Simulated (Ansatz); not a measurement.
H interstitial in Li2S

Level of theory: Ansatz, DFT PBEsol, scalar-relativistic, plane waves, PAW. Run with 420 eV cutoff, 2×2×2 k-mesh, shifted by half a step, Gaussian smearing of 0.01 eV, collinear spin in charge 0 alone.

Host crystal, relaxed:

```
CELL_PARAMETERS angstrom
0.00000 2.82744 2.82744
2.82744 0.00000 2.82744
2.82744 2.82744 0.00000
ATOMIC_POSITIONS crystal
Li 0.75000 0.75000 0.75000
Li 0.25000 0.25000 0.25000
S 0.00000 0.00000 0.00000
```

Supercell of 48 atoms, rows in host cell vectors: 1 1 -3; -3 1 1; 1 1 1. Atoms relax at the host's cell, keeping the symmetry that the supercell leaves at the site. The cell is small, so energies carry finite-size errors of tenths of an eV. The host's Kohn–Sham gap is 3.20 eV. Atoms are taken from and returned to the elements' standard states. Charged cells are corrected for image charges with the computed static dielectric tensor (mean 7.5) and aligned with the host's potential at far atoms (alignment terms reach 0.10 eV; the program doubts the alignment in some charges, where it is up to 0.03 eV). No band-filling term is added, and the Fermi level counts from the host's valence band top.

Defect: H interstitial at (0.500, 0.500, 0.500) of the host cell.

What is the formation energy of the neutral defect?

1.94 eV.

Does the neutral defect carry a moment, and how do its surroundings relax?

It changes the cell's moment by 1.00 μB. The nearest neighbours before are 8 Li at 2.45 Å; after relaxation the atoms near the site are 8 Li at 2.42 Å; the largest move is 0.03 Å.

Charges +1, 0, -1 were computed. Which is stable where in the gap?

Among the charges computed the stable one is +1 at the valence band top, changing to 0 at 0.11 eV, changing to -1 at 1.48 eV. Other sites of the defect weren't tried. Levels between neighbouring charges: (+1/0) 0.11 eV, (0/-1) 1.48 eV.